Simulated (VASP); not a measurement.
## Input and output of a VASP PBE single-point calculation on CdSe (strained zincblende)

INCAR

```
ENCUT = 520
PREC = Accurate
NBANDS = 16
ISMEAR = -1
ISIF = 2
LREAL = .FALSE.
SIGMA = 0.02
IBRION = -1
NELM = 120
EDIFF = 1E-7
LWAVE = .FALSE.
GGA = PE
LASPH = .TRUE.
LCHARG = .FALSE.
NSW = 0
```

KPOINTS

```
KPOINTS created by Atomic Simulation Environment
0
Gamma
8 8 8
0 0 0
```

KPOINTS_OPT

```
special points
6
Reciprocal
0.0000000000 0.0000000000 0.0000000000 1
-0.5000000000 -0.5000000000 0.0000000000 1
-0.3750000000 -0.3750000000 0.2500000000 1
-0.3750000000 0.0000000000 0.3750000000 1
0.0000000000 0.0000000000 0.5000000000 1
-0.5000000000 -0.2500000000 0.2500000000 1
```

POSCAR

```
Cd Se
 1.0000000000000000
     0.0000000000000000    3.1598143944000001    3.1598143944000001
     3.1598143944000001    0.0000000000000000    3.1598143944000001
     3.1598143944000001    3.1598143944000001    0.0000000000000000
 Cd  Se
   1   1
Cartesian
  0.0000000000000000  0.0000000000000000  0.0000000000000000
  1.5799071971999998  1.5799071971999998  1.5799071971999998
```

VASP ran with the recommended PBE PAW datasets (18 valence electrons in the cell).

Command

```
mpirun -np 1 vasp_std
```

OSZICAR

```
N       E                     dE             d eps       ncg     rms          rms(c)
DAV:   1     0.109221075314E+03    0.10922E+03   -0.86042E+03   936   0.992E+02
DAV:   2    -0.124652767957E+01   -0.11047E+03   -0.10453E+03  1104   0.247E+02
DAV:   3    -0.585337073704E+01   -0.46068E+01   -0.45971E+01  1096   0.515E+01
DAV:   4    -0.587567370408E+01   -0.22303E-01   -0.22302E-01  1176   0.356E+00
DAV:   5    -0.587582162952E+01   -0.14793E-03   -0.14792E-03  1112   0.254E-01    0.491E+00
DAV:   6    -0.549465541687E+01    0.38117E+00   -0.58823E-01  1328   0.824E+00    0.406E+00
DAV:   7    -0.547537115758E+01    0.19284E-01   -0.12691E-01  1056   0.234E+00    0.183E+00
DAV:   8    -0.547618096691E+01   -0.80981E-03   -0.10838E-02  1032   0.120E+00    0.228E-01
DAV:   9    -0.547645637309E+01   -0.27541E-03   -0.12976E-03  1184   0.406E-01    0.565E-02
DAV:  10    -0.547653032654E+01   -0.73953E-04   -0.13755E-04  1136   0.137E-01    0.464E-02
DAV:  11    -0.547658608578E+01   -0.55759E-04   -0.86001E-05  1136   0.560E-02    0.178E-02
DAV:  12    -0.547658596037E+01    0.12541E-06   -0.10784E-06  1064   0.890E-03    0.991E-03
DAV:  13    -0.547658673656E+01   -0.77619E-06   -0.20554E-06  1144   0.706E-03    0.430E-03
DAV:  14    -0.547658683826E+01   -0.10170E-06   -0.47495E-08   928   0.177E-03    0.186E-03
DAV:  15    -0.547658689261E+01   -0.54350E-07   -0.19393E-08   928   0.811E-04
   1 F= -.54765869E+01 E0= -.54765868E+01  d E =-.273918E-06
       N       E                     dE             ncg
DAV:   1     0.684750017859E+03   -0.28503E+04      192
DAV:   2     0.559302370984E+02   -0.62882E+03      224
DAV:   3     0.316459748002E+02   -0.24284E+02      216
DAV:   4     0.315388631211E+02   -0.10711E+00      264
DAV:   5     0.315381529004E+02   -0.71022E-03      224
DAV:   6     0.315381443178E+02   -0.85826E-05      264
DAV:   7     0.315381441876E+02   -0.13022E-06      240
DAV:   8     0.315381441857E+02   -0.18518E-08      216
```

From OUTCAR

```
k-points           NKPTS =     29   k-points in BZ     NKDIM =     29   number of bands    NBANDS=     16

   NELECT =      18.0000    total number of electrons

   dimension x,y,z NGX =    36 NGY =   36 NGZ =   36
   dimension x,y,z NGXF=    72 NGYF=   72 NGZF=   72

  energy-cutoff  :      520.00
  volume of cell :       63.10
      direct lattice vectors                 reciprocal lattice vectors
     0.000000000  3.159814394  3.159814394    -0.158237142  0.158237142  0.158237142
     3.159814394  0.000000000  3.159814394     0.158237142 -0.158237142  0.158237142
     3.159814394  3.159814394  0.000000000     0.158237142  0.158237142 -0.158237142

 k-points in reciprocal lattice and weights: KPOINTS created by Atomic Simulation Env
   0.00000000  0.00000000  0.00000000       0.002
   0.12500000  0.00000000  0.00000000       0.016
   0.25000000  0.00000000  0.00000000       0.016
   0.37500000  0.00000000  0.00000000       0.016
   0.50000000  0.00000000  0.00000000       0.008
   0.12500000  0.12500000  0.00000000       0.012
   0.25000000  0.12500000  0.00000000       0.047
   0.37500000  0.12500000  0.00000000       0.047
   ...

 E-fermi :   0.2942

 k-point     1 :       0.0000    0.0000    0.0000
  band No.  band energies     occupation
      1     -11.9189      2.00000
      2      -7.5202      2.00000
      3      -7.5202      2.00000
      4      -7.5202      2.00000
      5      -7.2560      2.00000
      6      -7.2560      2.00000
      7       0.0978      1.99989
      8       0.0978      1.99989
      9       0.0978      1.99989
     10       0.4679      0.00034
     11       6.0047      0.00000
     12       6.0047      0.00000
     13       6.0047      0.00000
     14       9.4157      0.00000
     15      10.9275      0.00000
     16      10.9275      0.00000

 k-point     2 :       0.1250    0.0000    0.0000
  band No.  band energies     occupation
      1     -11.8784      2.00000
      2      -7.5079      2.00000
      3      -7.5079      2.00000
      4      -7.4790      2.00000
      5      -7.2564      2.00000
      6      -7.2564      2.00000
      7      -1.0393      2.00000
      8      -0.0015      2.00000
      9      -0.0015      2.00000
     10       1.4613      0.00000
     11       5.7642      0.00000
     12       6.1784      0.00000
     13       6.1784      0.00000
     14      10.1433      0.00000
     15      10.2497      0.00000
     16      10.2497      0.00000

 k-point     3 :       0.2500    0.0000    0.0000
  band No.  band energies     occupation
      1     -11.7798      2.00000
      2      -7.4811      2.00000
      3      -7.4811      2.00000
      4      -7.3487      2.00000
      5      -7.2541      2.00000
      6      -7.2541      2.00000
      7      -2.2900      2.00000
      8      -0.2228      2.00000
      9      -0.2228      2.00000
     10       2.1666      0.00000
     11       5.8733      0.00000
     12       6.4616      0.00000
     13       6.4616      0.00000
     14      10.0120      0.00000
     15      10.0120      0.00000
     16      10.0262      0.00000

 k-point     4 :       0.3750    0.0000    0.0000
  band No.  band energies     occupation
      1     -11.6803      2.00000
      2      -7.4596      2.00000
      3      -7.4596      2.00000
      4      -7.2452      2.00000
      5      -7.2452      2.00000
      6      -7.1524      2.00000
      7      -3.2730      2.00000
      8      -0.4239      2.00000
      9      -0.4239      2.00000
     10       2.3327      0.00000
     11       6.5193      0.00000
     12       6.5193      0.00000
     13       6.6631      0.00000
     14       9.7131      0.00000
     15      10.7791      0.00000
     16      10.7791      0.00000

 k-point     5 :       0.5000    0.0000    0.0000
  band No.  band energies     occupation
      1     -11.6390      2.00000
      2      -7.4527      2.00000
      3      -7.4527      2.00000
      4      -7.2393      2.00000
      5      -7.2393      2.00000
      6      -7.0391      2.00000
      7      -3.6701      2.00000
      8      -0.5024      2.00000
      9      -0.5024      2.00000
     10       2.3302      0.00000
     11       6.4890      0.00000
     12       6.4890      0.00000
     13       7.1553      0.00000
     14       9.8334      0.00000
     15      11.8400      0.00000
     16      11.8400      0.00000

 k-point     6 :       0.1250    0.1250    0.0000
  band No.  band energies     occupation
      1     -11.8650      2.00000
      2      -7.4959      2.00000
      3      -7.4959      2.00000
      4      -7.4815      2.00000
      5      -7.2635      2.00000
      6      -7.2499      2.00000
      7      -1.0999      2.00000
      8      -0.1697      2.00000
      9      -0.1697      2.00000
     10       1.7826      0.00000
     11       5.3434      0.00000
     12       6.4271      0.00000
     13       6.4271      0.00000
     14       9.2124      0.00000
     15      10.5453      0.00000
     16      11.0647      0.00000

 k-point     7 :       0.2500    0.1250    0.0000
  band No.  band energies     occupation
      1     -11.7859      2.00000
      2      -7.4768      2.00000
      3      -7.4672      2.00000
      4      -7.3876      2.00000
      5      -7.2637      2.00000
      6      -7.2442      2.00000
      7      -2.0173      2.00000
      8      -0.4276      2.00000
      9      -0.4030      2.00000
     10       2.5172      0.00000
     11       5.1147      0.00000
     12       6.6773      0.00000
     13       6.8313      0.00000
     14       8.8132      0.00000
     15      10.8837      0.00000
     16      11.2031      0.00000

 k-point     8 :       0.3750    0.1250    0.0000
  band No.  band energies     occupation
      1     -11.6870      2.00000
      2      -7.4560      2.00000
      3      -7.4430      2.00000
      4      -7.2817      2.00000
      5      -7.2377      2.00000
      6      -7.1812      2.00000
      7      -2.9838      2.00000
      8      -0.7085      2.00000
      9      -0.6193      2.00000
     10       2.8695      0.00000
     11       5.5898      0.00000
     12       6.6540      0.00000
     13       6.9647      0.00000
     14       9.4928      0.00000
     15      10.8996      0.00000
     16      11.3483      0.00000

 k-point     9 :       0.5000    0.1250    0.0000
  band No.  band energies     occupation
      1     -11.6265      2.00000
      2      -7.4446      2.00000
      3      -7.4350      2.00000
      4      -7.2568      2.00000
      5      -7.2375      2.00000
      6      -7.0292      2.00000
      7      -3.5547      2.00000
      8      -0.9582      2.00000
      9      -0.6518      2.00000
     10       2.9118      0.00000
     11       5.9330      0.00000
     12       6.8485      0.00000
     13       7.1182      0.00000
     14      10.0953      0.00000
     15      11.1805      0.00000
     16      11.8960      0.00000

 k-point    10 :      -0.3750    0.1250    0.0000
  band No.  band energies     occupation
      1     -11.6401      2.00000
      2      -7.4438      2.00000
      3      -7.4427      2.00000
      4      -7.2497      2.00000
      5      -7.2485      2.00000
      6      -7.0651      2.00000
      7      -3.4278      2.00000
      8      -1.0312      2.00000
      9      -0.5124      2.00000
     10       2.9092      0.00000
     11       6.0867      0.00000
     12       6.7340      0.00000
     13       6.8720      0.00000
     14      10.4317      0.00000
     15      10.4749      0.00000
     16      11.6069      0.00000

 k-point    11 :      -0.2500    0.1250    0.0000
  band No.  band energies     occupation
      1     -11.7199      2.00000
      2      -7.4655      2.00000
      3      -7.4551      2.00000
      4      -7.2815      2.00000
      5      -7.2622      2.00000
      6      -7.2199      2.00000
      7      -2.6916      2.00000
      8      -0.8694      2.00000
      9      -0.2662      2.00000
     10       2.7724      0.00000
     11       5.8255      0.00000
     12       6.4609      0.00000
     13       6.5990      0.00000
     14       9.4765      0.00000
     15      10.4866      0.00000
     16      11.3648      0.00000

 k-point    12 :      -0.1250    0.1250    0.0000
  band No.  band energies     occupation
      1     -11.8186      2.00000
      2      -7.4941      2.00000
      3      -7.4805      2.00000
      4      -7.4151      2.00000
      5      -7.2630      2.00000
      6      -7.2485      2.00000
      7      -1.7441      2.00000
      8      -0.4604      2.00000
      9      -0.0462      2.00000
     10       2.1730      0.00000
     11       5.5211      0.00000
     12       6.3145      0.00000
     13       6.5314      0.00000
     14       9.4669      0.00000
     15      10.1363      0.00000
     16      11.0461      0.00000

 ...

  Total       -0.8346470     -0.8346470     -0.8346470     -0.0000000      0.0000000     -0.0000000
  in kB      -21.1933065    -21.1933065    -21.1933065     -0.0000000      0.0000000     -0.0000000
  external PRESSURE =     -21.1933065 kB  Pullay stress =       0.0000000 kB

 POSITION                                       TOTAL-FORCE (eV/Angst)
 -----------------------------------------------------------------------------------
      0.00000      0.00000      0.00000         0.000000      0.000000      0.000000
      1.57991      1.57991      1.57991        -0.000000     -0.000000     -0.000000
 -----------------------------------------------------------------------------------
    total drift:                               -0.000000     -0.000000     -0.000000

  FREE ENERGIE OF THE ION-ELECTRON SYSTEM (eV)
  ---------------------------------------------------
  free  energy   TOTEN  =        -5.4765868926 eV

  energy  without entropy=       -5.4765866187  energy(sigma->0) =       -5.47658676
```

The gap between bands v and c is 0.37 eV, the least direct gap is 0.37 eV and the pressure is -2.1 GPa.

Band v is the last that the valence electrons fill when counted band by band, and c is the next.

The run took about 26 s on one core of a shared host (Intel Xeon Platinum 8488C) and held 0.23 GiB at most.
